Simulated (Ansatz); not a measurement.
Method: Ansatz 0.2.0, DFT PBE, scalar-relativistic, plane waves, PAW. All cells share a 420 eV cutoff and Γ-centred k meshes spaced at most about 0.3 Å⁻¹ (about 0.25 or finer for metals, 2π included). No spin polarisation.

Temperature and zero-point effects are left out.

Two forms of AlH were relaxed alike.

1.

```
CELL_PARAMETERS angstrom
0.00000 3.17480 3.77315
2.37613 0.00000 3.77315
2.37613 3.17480 0.00000
ATOMIC_POSITIONS crystal
Al 0.32364 0.32364 0.67636
Al 0.67636 0.67636 0.32364
H 0.68027 0.31973 0.68027
H 0.31973 0.68027 0.31973
```

2.

```
CELL_PARAMETERS angstrom
1.49131 0.86101 5.25956
-1.49131 0.86101 5.25956
0.00000 -1.72202 5.25956
ATOMIC_POSITIONS crystal
Al 0.23565 0.23565 0.23565
Al 0.76435 0.76435 0.76435
H 0.37705 0.37705 0.37705
H 0.62295 0.62295 0.62295
```

Task: Which form is favoured at zero pressure, and by what margin per atom?

Result: Cell 1 is lower, by 80 meV/atom. Cell 1 has space group Fmmm (No. 69), 14.2 Å³/atom and no gap on its mesh; cell 2 has space group R-3m (No. 166), 10.1 Å³/atom and no gap. Counting H atoms around Al (those within 1.25 times the shortest such distance or 1.15 times the sum of covalent radii; a plus sign parts nearer from farther groups), cell 1 has Al 2 and cell 2 has Al 3+1. Even the lower one lies +0.22 eV/atom against the reference forms of the elements (uncorrected), so neither is stable at this level. In cell 1, around Al lie 2 H at 1.76 Å; around H lie 2 Al at 1.76 Å. In cell 2, Al is surrounded by 3 H at 1.92 Å and 1 H at 2.23 Å; around H lie 3 Al at 1.92 Å, 3 H at 2.21 Å and 1 Al at 2.23 Å. Both come from invented guesses.

No dispersion correction is applied, so the spacing and binding between layers, chains or molecules are poorly described (Fmmm, R-3m), and this can change margins and order among such cells. With hydrogen, zero-point motion can shift such differences by 10 meV/atom or more. Cells relaxed within their symmetry can be saddle points.
